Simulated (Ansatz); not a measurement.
**Work and stress of cleavage in SiC**

Computed with Ansatz, DFT PBE, scalar-relativistic, plane waves, PAW. Settings: plane waves to 420 eV, k-mesh 10×10×2 (Γ-centred), Gaussian smearing 0.05 eV. No spin polarisation. Energies are free energies at this smearing, counted from the undisturbed cell; pressure is positive in compression.

Zero of the scan (relaxed at this level):

```
Si C
1.0
     2.18986   -2.18986    0.00000
     2.18986    0.00000   -2.18986
     8.75946    8.75946    8.75946
Si C
6 6
Direct
  0.00000 0.00000 0.39580
  0.33333 0.33333 0.22913
  0.66667 0.66667 0.56247
  0.00000 0.00000 0.89580
  0.33333 0.33333 0.72913
  0.66667 0.66667 0.06247
  0.66667 0.66667 0.43747
  0.00000 0.00000 0.27080
  0.33333 0.33333 0.60413
  0.66667 0.66667 0.93747
  0.00000 0.00000 0.77080
  0.33333 0.33333 0.10413
```

The cut lies on the cell's a–b face, a (1 -1 1) plane (indices in the standard cell, whose axes needn't be the Cartesian ones shown) of area 8.31 Å², between layers 1.90 Å apart. Vector c is lengthened by d along the normal with the atoms' Cartesian places fixed: one unrelaxed cut a cell. The traction is positive where the two halves pull on each other.

| d (Å) | energy (J/m²) | traction (GPa) |
| --- | --- | --- |
| -0.30 | 2.28 | -192.3 |
| -0.15 | 0.44 | -66.2 |
| 0.00 | 0.00 | 0.0 |
| 0.25 | 0.67 | 44.4 |
| 0.50 | 1.93 | 53.0 |
| 0.75 | 3.22 | 49.4 |
| 1.00 | 4.37 | 42.2 |
| 1.50 | 6.10 | 27.4 |
| 2.00 | 7.17 | 16.1 |
| 3.00 | 8.09 | 4.1 |
| 4.50 | 8.31 | 0.3 |
| 6.00 | 8.33 | 0.1 |

**Question.** What are the work of separation and the cleavage stress, and do they fit the universal binding curve?

**Answer.** The energy levels off near W ≈ 8.33 J/m² (the traction is down to 0.1 GPa), the energy of the two unrelaxed faces, 4.17 J/m² each on average. The largest sampled traction is 53.0 GPa at d = 0.50 Å, and a parabola through it and its two neighbours peaks at σ_max ≈ 53.3 GPa, d ≈ 0.55 Å. The curve E = W[1 − (1 + d/ℓ)exp(−d/ℓ)] peaks in traction at d = ℓ with σ_max = W/(eℓ); with 1 J/m² per Å = 10 GPa this W and σ_max give ℓ = 0.57 Å. A parabola through that curve at the same three d peaks at 0.60 Å, against 0.55 Å here, a fair fit. The cut parts unlike faces (C and Si); in an ionic crystal that makes them polar, and the energy then depends on the thickness of the slab. The opened faces are metallic here, and spin polarisation, left out, could lower W. Real crystals break at far lower stress, because cracks concentrate it, and on the plane of lowest W, which needn't be this one.

The cut is rigid; relaxing the faces lowers these energies and usually the stresses.

The gap closes along the scan, which can put kinks into the curve.

Cost: 12 runs of about 1.8 core-minutes in all, on Intel Xeon 6975P-C (Granite Rapids) (shared hosts).